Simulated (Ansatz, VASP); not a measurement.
One calculation of GdN, two programs

```
CELL_PARAMETERS angstrom
0.00000 2.51877 2.51877
2.51877 0.00000 2.51877
2.51877 2.51877 0.00000
ATOMIC_POSITIONS crystal
Gd 0.50000 0.50000 0.50000
N 0.00000 0.00000 0.00000
```

Alike in both runs: task single point; functional r2SCAN; dispersion D4; k mesh 8 × 8 × 8; occupations gaussian, width 0.05 eV; collinear spin; Hubbard terms Gd f U = 4.0 eV.

|  | VASP | Ansatz |
| --- | --- | --- |
| version | VASP 6.6.1 | Ansatz 0.2.0 |
| potentials or method | VASP PAW PBE potentials, release 64 (Gd, N) | scalar-relativistic, plane waves, PAW |
| plane-wave cutoff (eV) | 520 | 500 |
| valence electrons in the cell | 23 | 23 |

Ansatz gave:

```
gap on the k mesh at the Fermi level (eV)                     : none
pressure (GPa)                                                : -5.9
net moment per atom (μB)                                      : 3.50
size of the moment on the site where the two differ most (μB) : 6.97
dispersion energy (meV/atom)                                  : -118.0
```

Problem. Estimate VASP's values.

Solution. gap on the k mesh at the Fermi level (eV): none; pressure (GPa): -5.8; net moment per atom (μB): 3.50; size of the moment on the site where the two differ most (μB): 6.83; dispersion energy (meV/atom): -117.8.

Site moments also hang on the region over which each program counts them. The programs project onto different local orbitals, so the same U acts differently. A gap of «none» marks a metal or a gap that the smearing closes. Ansatz warned: «filled_band_counts_differ_across_k_points».

Caveats: the PAW data sets were made with another functional, which shifts forces and pressure a little (VASP); spin-orbit coupling is left out, which moves the levels of the heavy elements; a cell with one magnetic atom can't hold antiferromagnetic order, which such compounds often take; pairwise dispersion overbinds metals, which lowers pressure and volume. The state reached can hang on the start; a lower one may exist.
